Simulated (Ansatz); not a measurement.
**KI and the effect of the functional**

```cif
data_structure
_symmetry_space_group_name_H-M 'Fm-3m'
_symmetry_Int_Tables_number 225
_cell_length_a 7.0655
_cell_length_b 7.0655
_cell_length_c 7.0655
_cell_angle_alpha 90.000
_cell_angle_beta 90.000
_cell_angle_gamma 90.000
_cell_volume 352.73
loop_
_atom_site_label
_atom_site_type_symbol
_atom_site_symmetry_multiplicity
_atom_site_Wyckoff_symbol
_atom_site_fract_x
_atom_site_fract_y
_atom_site_fract_z
_atom_site_occupancy
I1 I 4 b 0.50000 0.00000 0.00000 1
K1 K 4 a 0.00000 0.00000 0.00000 1
```

Kept alike: task single point; k mesh 6 × 6 × 6; occupations fermi-dirac, width 0.05 eV; no spin polarisation. Program: Ansatz, PAW datasets made for the crystal. Cutoffs run from 200 to 290 eV. The mesh is that of the run's cell of 2 atoms. No spin-orbit coupling.

| run | band gap (eV) | pressure (GPa) |
| --- | --- | --- |
| A | 5.649 | 0.38 |
| B | 3.818 | -0.29 |
| C | 3.966 | 0.59 |
| D | 4.962 | 0.40 |

Pressure is positive in compression, with a Pulay correction for the finite cutoff. Spin-orbit coupling, left out here, moves the band edges of heavy atoms and can close or invert small gaps. A gap read on the mesh alone can miss an edge between its points.

Question: The runs differ in the functional (and the cutoff that goes with it) alone: HSE06; PBE; PBE0; PBEsol. Which run is which?

Answer: Run A is PBE0; run B is PBEsol; run C is PBE; run D is HSE06. The band gap runs from 3.818 (PBEsol) to 5.649 eV (PBE0). From PBE: HSE06 +0.996; PBE0 +1.683; PBEsol -0.148. The pressure runs from -0.29 (PBEsol) to 0.59 GPa (PBE). From PBE: HSE06 -0.19; PBE0 -0.21; PBEsol -0.88.
